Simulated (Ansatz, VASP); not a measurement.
**Two plane-wave programs on SnTe3**

File INCAR:

```
PREC     = Accurate       # precision mode
ENCUT    = 520            # plane-wave cutoff, eV
EDIFF    = 1E-6           # SCF threshold, eV
ISMEAR   = 0              # smearing method
SIGMA    = 0.1            # smearing width, eV
LREAL    = False          # projectors in reciprocal space
LASPH    = True           # aspherical terms in the spheres
NELM     = 60             # most SCF steps
ALGO     = Normal         # electronic algorithm
ISIF     = 2              # what is computed and relaxed
LWAVE    = False          # write WAVECAR
LCHARG   = False          # write CHGCAR
GGA      = PE             # functional
NBANDS   = 24             # bands
```

File KPOINTS:

```
Automatic mesh
0
Gamma
  2 2 2
```

File POSCAR:

```
SnTe3
1.0
    0.0000000000      3.8612190000      3.8612190000
    3.8612190000      0.0000000000      3.8612190000
    3.8612190000      3.8612190000      0.0000000000
Sn Te
1 3
Direct
    0.0000000000      0.0000000000      0.0000000000
    0.2500000000      0.2500000000      0.2500000000
    0.7500000000      0.7500000000      0.7500000000
    0.5000000000      0.5000000000      0.5000000000
```

Input for Ansatz:

```yaml
crystal:
  lattice:
    - [0.0, 3.861219, 3.861219]
    - [3.861219, 0.0, 3.861219]
    - [3.861219, 3.861219, 0.0]
  atoms:
    - { symbol: Sn, position: [0.0, 0.0, 0.0] }
    - { symbol: Te, position: [0.25, 0.25, 0.25] }
    - { symbol: Te, position: [0.75, 0.75, 0.75] }
    - { symbol: Te, position: [0.5, 0.5, 0.5] }
basis:
  ecutwfc: 420
kpoints:
  mp_grid: { grid: [2, 2, 2] }
hamiltonian:
  xc: pbe
scf:
  occupations: { method: gaussian, width: 0.1 }
output:
  forces: true
  stress: true
  eigenvalues: true
```

Alike in both runs: task single point; functional PBE; k mesh 2 × 2 × 2; occupations gaussian, width 0.1 eV; no spin polarisation.

|  | VASP | Ansatz |
| --- | --- | --- |
| version | VASP 6.6.1 | Ansatz 0.2.0 |
| potentials or method | VASP PAW PBE potentials, release 64 (Sn_d, Te) | scalar-relativistic, plane waves, PAW |
| plane-wave cutoff (eV) | 520 | 420 |
| valence electrons in the cell | 32 | 62 |

|  | VASP | Ansatz | Ansatz less VASP |
| --- | --- | --- | --- |
| gap on the k mesh at the Fermi level (eV) | none | none | - |
| pressure (GPa) | 4.6 | 4.6 | +0.03 |

A gap of «none» marks a metal or a gap that the smearing closes. The two sets of potentials don't hold the same shells in valence.

Caveats: the k mesh is coarse (spacing up to 0.70 Å⁻¹), so the values aren't converged. Spin-orbit coupling is left out, which matters for the levels of Te.
